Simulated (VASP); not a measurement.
# Ge: molecular dynamics at constant energy

Ge, Fmmm (no. 69), 16 atoms in the cell. PBE, molecular dynamics; PAW potentials Ge (PBE set).

Ensemble: NVE; Starting temperature (K): 1600.

## Input

INCAR:
```
ALGO = Fast ; ANDERSEN_PROB = 0.0
EDIFF = 1E-6 ; ENCUT = 200
GGA = PE ; IBRION = 0
ISIF = 2 ; ISMEAR = -1
ISYM = 0 ; KPAR = 2
LASPH = T ; LCHARG = F
LREAL = Auto ; LWAVE = F
MDALGO = 1 ; NELM = 60
NELMIN = 4 ; NSW = 60
POTIM = 3.0 ; PREC = Normal
RANDOM_SEED = 418102 0 0 ; SIGMA = 0.069
TEBEG = 1600
```

KPOINTS:
```
k-points
0
Monkhorst-Pack
  2 2 2
```

POSCAR:
```
Ge
1.0
    5.2609940000      0.0000000000      0.0000000000
    0.0000000000      5.7714800000      0.0000000000
    0.0000000000      0.0000000000     10.2313300000
Ge
16
Direct
    0.5000000000      0.2264900000      0.0000000000
    0.5000000000      0.7735100000      0.0000000000
    0.0000000000      0.0000000000      0.2181330000
    0.5000000000      0.0000000000      0.2818670000
    0.5000000000      0.7264900000      0.5000000000
    0.5000000000      0.2735100000      0.5000000000
    0.0000000000      0.5000000000      0.7181330000
    0.5000000000      0.5000000000      0.7818670000
    0.0000000000      0.2264900000      0.5000000000
    0.0000000000      0.7735100000      0.5000000000
    0.5000000000      0.0000000000      0.7181330000
    0.0000000000      0.0000000000      0.7818670000
    0.0000000000      0.7264900000      0.0000000000
    0.0000000000      0.2735100000      0.0000000000
    0.5000000000      0.5000000000      0.2181330000
    0.0000000000      0.5000000000      0.2818670000
```

Commands:
```
cat potpaw_PBE.64/Ge/POTCAR > POTCAR
mpirun -np 2 vasp_std > vasp.out
```

## Result

- Rise of the mean potential energy above the start (meV/atom): 79.2
- Mean temperature (K): 947
- Electronic steps per ionic step after the first: 4.9

Course of the run:

| Time (fs) | Temperature (K) | Potential energy less the first (meV/atom) |
|---|---|---|
| 3 | 1600 | 0.0 |
| 18 | 1381 | 26.6 |
| 30 | 971 | 76.3 |
| 45 | 674 | 112.4 |
| 57 | 834 | 92.9 |
| 72 | 1110 | 59.4 |
| 84 | 1164 | 52.8 |
| 99 | 1016 | 70.8 |
| 111 | 829 | 93.6 |
| 126 | 803 | 96.7 |
| 138 | 877 | 87.7 |
| 153 | 836 | 92.7 |
| 165 | 694 | 109.9 |
| 180 | 568 | 125.3 |

The mean temperature lies below the starting 1600 K, since the atoms start on their sites and part of their kinetic energy turns into potential energy.

REPORT:
```
MDALGO =   1
         ANDERSEN_PROB =  0.00000000
               SCALING =       0
                 CNEXP =     9.000   14.000
           RANDOM_SEED =            418102                0                0

   original number of atomic DOF:         45
   number of independent constraints:      0
   number of active DOF:                  45

========================================
         MD step No.       1
========================================

  Atomic velocities initialized by STEP_tb

  >Energies
                    E_tot             E_pot             E_kin               EPS                ES
   e_b>   -0.65420879E+02   -0.68522963E+02    0.31020843E+01    0.00000000E+00    0.00000000E+00

  >Temperature
               T_sim     T_inst
   tmprt>   1600.000   1599.910

  >Thermostat, num. of collisions:                0

           RANDOM_SEED =            418102              192                0

[... steps left out ...]

========================================
         MD step No.      60
========================================

  >Energies
                    E_tot             E_pot             E_kin               EPS                ES
   e_b>   -0.65416979E+02   -0.66518665E+02    0.11016861E+01    0.00000000E+00    0.00000000E+00

  >Temperature
               T_sim     T_inst
   tmprt>   1600.000    568.198

  >Thermostat, num. of collisions:                0

           RANDOM_SEED =            418102             5856                0
```

OSZICAR:
```
N       E                     dE             d eps       ncg     rms          rms(c)
DAV:   1     0.115848751964E+03    0.11585E+03   -0.13167E+04   328   0.592E+02
DAV:   2    -0.573280173717E+02   -0.17318E+03   -0.16449E+03   414   0.130E+02
DAV:   3    -0.685191006063E+02   -0.11191E+02   -0.10792E+02   408   0.330E+01
DAV:   4    -0.687092363233E+02   -0.19014E+00   -0.18788E+00   392   0.424E+00
DAV:   5    -0.687142301667E+02   -0.49938E-02   -0.49820E-02   408   0.481E-01    0.555E+00
RMM:   6    -0.685602192314E+02    0.15401E+00   -0.23528E-01   328   0.119E+00    0.327E+00
RMM:   7    -0.685248223862E+02    0.35397E-01   -0.84030E-02   336   0.954E-01    0.712E-01
RMM:   8    -0.685227772812E+02    0.20451E-02   -0.97361E-03   332   0.361E-01    0.154E-01
RMM:   9    -0.685229544989E+02   -0.17722E-03   -0.15845E-03   352   0.113E-01    0.276E-02
RMM:  10    -0.685229595724E+02   -0.50735E-05   -0.21933E-04   340   0.449E-02    0.583E-03
RMM:  11    -0.685229635706E+02   -0.39982E-05   -0.48148E-05   349   0.180E-02    0.359E-03
RMM:  12    -0.685229627684E+02    0.80220E-06   -0.10013E-05   303   0.865E-03    0.894E-04
[... left out ...]
     58 T=   592. E= -.65417535E+02 F= -.66565300E+02 E0= -.66514743E+02  EK= 0.11478E+01 SP= 0.00E+00 SK= 0.00E+00
     59 T=   574. E= -.65417178E+02 F= -.66529865E+02 E0= -.66479281E+02  EK= 0.11127E+01 SP= 0.00E+00 SK= 0.00E+00
[... last step whole ...]
       N       E                     dE             d eps       ncg     rms          rms(c)
DAV:   1    -0.665186227676E+02    0.11242E-01   -0.23941E-03   638   0.989E-01    0.484E-03
RMM:   2    -0.665186601862E+02   -0.37419E-04   -0.34404E-04   328   0.605E-02    0.342E-03
RMM:   3    -0.665186643821E+02   -0.41959E-05   -0.41381E-05   347   0.183E-02    0.276E-03
RMM:   4    -0.665186648007E+02   -0.41856E-06   -0.63339E-06   260   0.663E-03
     60 T=   568. E= -.65416979E+02 F= -.66518665E+02 E0= -.66467853E+02  EK= 0.11017E+01 SP= 0.00E+00 SK= 0.00E+00
```

Limits: 180 fs of 16 atoms are too short for converged averages; the cell is only 5.3 Å across, so each atom moves in step with near copies of itself.

VASP 6.6.1 took 599 s on 2 cores (Intel Xeon Platinum 8488C (Sapphire Rapids)), a shared host.
